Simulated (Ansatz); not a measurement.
# SiC (F-43m):V_C, thermodynamic levels from a 64-atom cell

Wanted: the transition levels of a vacancy in SiC (F-43m), from a cell of 64 host atoms with 1 C taken out.

Main program and level: Ansatz 0.2.0; place-levels on r2SCAN runs: charge-transition levels and formation energies with image-charge correction and potential alignment at the atomic sites; PAW set soft_1.

Experimental background.

“Insight into the structural, elastic and electronic properties of a new orthorhombic 6O-SiC polytype” (2020, pmc:7200658) quotes from earlier work for SiC, cubic 3C zincblende (literature value): band gap (indirect gap) 2.4 eV [literature value; measurement temperature and method not stated].

## Step 1: The starting structure

The cell holds 63 atoms: 32 Si and 31 C. Its edges and angles: a = 8.713 Å, b = 8.713 Å, c = 8.713 Å, α = 90.0°, β = 90.0°, γ = 90.0°. It derives from SiC (space group F-43m). Nearest the centre at fractional (0.375, 0.375, 0.375): Si11 at 1.89 Å, Si18 at 1.89 Å, Si56 at 1.89 Å, Si33 at 1.89 Å, C30 at 3.08 Å, C22 at 3.08 Å, C14 at 3.08 Å, C13 at 3.08 Å.

Screening for the image-charge correction: ε∞ = 7.06, ε0 = 10.43, computed on the host (DFPT, PBEsol, on the r2SCAN cell), and a cell off the functional's own equilibrium shifts the ionic part.

The cell's shortest repeat is 8.7 Å.

## Step 2: Charge states

A transition level is the Fermi level at which two charge states cost the same, so each charge needs its own total energy, at its own relaxed structure.

Random displacements of about 0.05 Å break the site symmetry at the start, so that the relaxation can reach a distorted minimum if there is one. Forces are taken at one point at (¼, ¼, ¼). The cell holds 2 electrons more than the neutral one, with a uniform background that keeps it neutral on the whole.

The sampling was tested on the host first: at the k-points planned (1x1x1 shifted 0.25 0.25 0.25) its energy lies 0.000 eV an atom from the dense-mesh value, under the bound of 0.02 eV set for this test; that bounds the host's error, not the defect's.

One state's input; the others differ in charge, spin, start and seed, and in occupations where the table says so.

qm2.relax/input.yaml reads:

```yaml
crystal:
  lattice:
    - [8.71318497, 0.0, 0.0]
    - [0.0, 0.0, -8.71318497]
    - [0.0, 8.71318497, 0.0]
  atoms:
    - { symbol: Si, position: [0.0, 0.0, 0.0] }
    - { symbol: Si, position: [0.0, 0.25, 0.25] }
[... 2 atom lines left out ...]
    - { symbol: C, position: [0.125, 0.125, 0.375] }
    - { symbol: C, position: [0.125, 0.375, 0.125] }
    - { symbol: C, position: [0.375, 0.125, 0.125] }
[... 3 atom lines left out ...]
    - { symbol: Si, position: [0.25, 0.25, 0.5] }
[... 1 atom line left out ...]
    - { symbol: C, position: [0.125, 0.375, 0.625] }
    - { symbol: C, position: [0.375, 0.125, 0.625] }
[... 3 atom lines left out ...]
    - { symbol: Si, position: [0.25, 0.5, 0.25] }
[... 1 atom line left out ...]
    - { symbol: C, position: [0.125, 0.625, 0.375] }
[... 1 atom line left out ...]
    - { symbol: C, position: [0.375, 0.625, 0.125] }
[... 3 atom lines left out ...]
    - { symbol: Si, position: [0.25, 0.5, 0.75] }
    - { symbol: Si, position: [0.25, 0.75, 0.5] }
[... 2 atom lines left out ...]
    - { symbol: C, position: [0.375, 0.625, 0.625] }
[... 2 atom lines left out ...]
    - { symbol: Si, position: [0.5, 0.25, 0.25] }
[... 2 atom lines left out ...]
    - { symbol: C, position: [0.625, 0.125, 0.375] }
    - { symbol: C, position: [0.625, 0.375, 0.125] }
[... 5 atom lines left out ...]
    - { symbol: Si, position: [0.75, 0.25, 0.5] }
[... 1 atom line left out ...]
    - { symbol: C, position: [0.625, 0.375, 0.625] }
[... 2 atom lines left out ...]
    - { symbol: Si, position: [0.5, 0.5, 0.0] }
[... 3 atom lines left out ...]
    - { symbol: C, position: [0.625, 0.625, 0.375] }
[... 3 atom lines left out ...]
    - { symbol: Si, position: [0.5, 0.5, 0.5] }
[... 6 atom lines left out ...]
    - { symbol: C, position: [0.875, 0.875, 0.875] }
  host:
    repeats: [2, 2, 2]
    atoms:
      - { symbol: Si, position: [0.0, 0.0, 0.0] }
      - { symbol: Si, position: [0.0, 0.5, 0.5] }
      # ... 6 more atoms of the perfect host
total_charge: -2
basis:
  ecutwfc: 500
  xc_grid: 2
hamiltonian:
  xc: r2scan
  pseudopotentials: { kind: paw, azcp: { folder: soft_1 } }
kpoints:
  mp_grid: { grid: [1, 1, 1], shift: [0.25, 0.25, 0.25] }
scf:
  occupations: { method: fixed }
  max_iter: 80
output:
  forces: true
  charged_corrections:
    epsilon: 7.06
    static_epsilon: 10.43
    defect_position: [0.375, 0.375, 0.375]
relax:
  f_tol: 0.02
  max_steps: 80
  random_displacement: { amplitude: 0.05, seed: 3978 }
checkpoint:
  write: "../qm2.relax.run"
  compress: false
  write_wavefunctions: true
  write_every: 100000
```

Started as:

```console
$ ansatz run input.yaml --threads 8 --pin off --max-ram 15073MiB --backend cpu --events-out ev --progress --plain --runs-dir out
```

The relaxed structure is kept and the sampling changed to a 2×2×2 shifted mesh.

The run of this state that the levels use, under r2SCAN:

qm2.point/input.yaml reads:

```yaml
crystal:
  checkpoint: "../qm2.relax.run"
  host: checkpoint
total_charge: -2
basis:
  ecutwfc: 500
  xc_grid: 2
hamiltonian:
  xc: r2scan
  pseudopotentials: { kind: paw, azcp: { folder: soft_1 } }
kpoints:
  mp_grid: { grid: [2, 2, 2], shift: [0.5, 0.5, 0.5] }
scf:
  occupations: { method: fermi_dirac, width: 0.01 }
  max_iter: 80
output:
  forces: true
  eigenvalues: true
  charged_corrections:
    epsilon: 7.06
    static_epsilon: 10.43
    defect_position: [0.375, 0.375, 0.375]
  eigenstates: { localisation: true }
  populations: true
  band_densities: [{ bands: [v1, v1] }, { bands: [c1, c1] }]
  write_density: true
  write_potential: true
  volumetric_format: npy
  elf: true
checkpoint:
  read: "../qm2.relax.run"
  write: "../qm2.point.run"
  compress: false
  write_wavefunctions: false
  write_every: 100000
```

Relaxations under r2SCAN at one point at (¼, ¼, ¼); times on 8 threads of Arm Neoverse N1, shared host:

| charge | moment (μB) | occupations | outcome | steps | largest displacement against the far atoms (Å) | time |
| --- | --- | --- | --- | --- | --- | --- |
| −2 | 0 | fixed | converged | 13 | 0.64 | 1.7 min |
| −1 | 1 | fixed | converged | 18 | 0.27 | 6.1 min |
| 0 | 0 | fixed | converged | 8 | 0.22 | 70 s |
| +1 | 1 | fixed | converged | 8 | 0.11 | 3 min |
| +2 | 0 | fixed | converged | 7 | 0.14 | 57 s |
| −1 | 3 | fixed | converged | 8 | 0.12 | 2.5 min |
| +1 | 3 | fixed | converged | 8 | 0.15 | 2.6 min |

Single points under r2SCAN at a 2×2×2 shifted mesh; times on 8 threads of Arm Neoverse N1, shared host:

| charge | moment (μB) | occupations | outcome | time |
| --- | --- | --- | --- | --- |
| −2 | 0 | fermi-dirac | converged | 56 s |
| −1 | 1 | fermi-dirac | converged | 2.9 min |
| 0 | 0 | fermi-dirac | converged | 53 s |
| +1 | 1 | fermi-dirac | converged | 2.5 min |
| +2 | 0 | fermi-dirac | converged | 53 s |
| −1 | 3 | fermi-dirac | converged | 2.6 min |
| +1 | 3 | fermi-dirac | converged | 2.8 min |

Distances (Å) from the ideal centre to the nearest atoms after relaxation with r2SCAN:

| charge | moment (μB) | 1. | 2. | 3. | 4. | 5. | 6. |
| --- | --- | --- | --- | --- | --- | --- | --- |
| −2 | 0 | Si 1.26 | Si 1.84 | Si 1.85 | Si 1.86 | C 3.00 | C 3.01 |
| −1 | 1 | Si 1.71 | Si 1.74 | Si 1.86 | Si 1.86 | C 2.96 | C 2.96 |
| −1 | 3 | Si 1.76 | Si 1.81 | Si 1.82 | Si 1.82 | C 3.07 | C 3.07 |
| 0 | 0 | Si 1.80 | Si 1.87 | Si 1.87 | Si 1.87 | C 2.97 | C 2.97 |
| +1 | 1 | Si 1.93 | Si 1.93 | Si 1.93 | Si 2.00 | C 3.05 | C 3.05 |
| +1 | 3 | Si 1.77 | Si 1.82 | Si 1.92 | Si 1.92 | C 3.00 | C 3.00 |
| +2 | 0 | Si 2.00 | Si 2.00 | Si 2.01 | Si 2.02 | C 3.06 | C 3.06 |

[end of part 1 of 2]

[Logs are printed without paths, hosts, clocks, repeated set-up lines and the standing remarks that a program may print on its own settings, such as how far it seeks lower states.]

[Hosts, paths, dates, database ids (printed as entryN), source tags and the programs' standing remarks are cut or masked in the printed files.]

[Where a table of states has a column of steps, it counts the stored structures, which are thinned; the runs took as many ionic steps or more.]

[A defect's name tells the site on which it was built; relaxed atoms can leave that site.]

[For some hosts the program warned that the k-mesh of the response run may be too coarse for force constants and the static dielectric constant; such warnings are not shown here.]
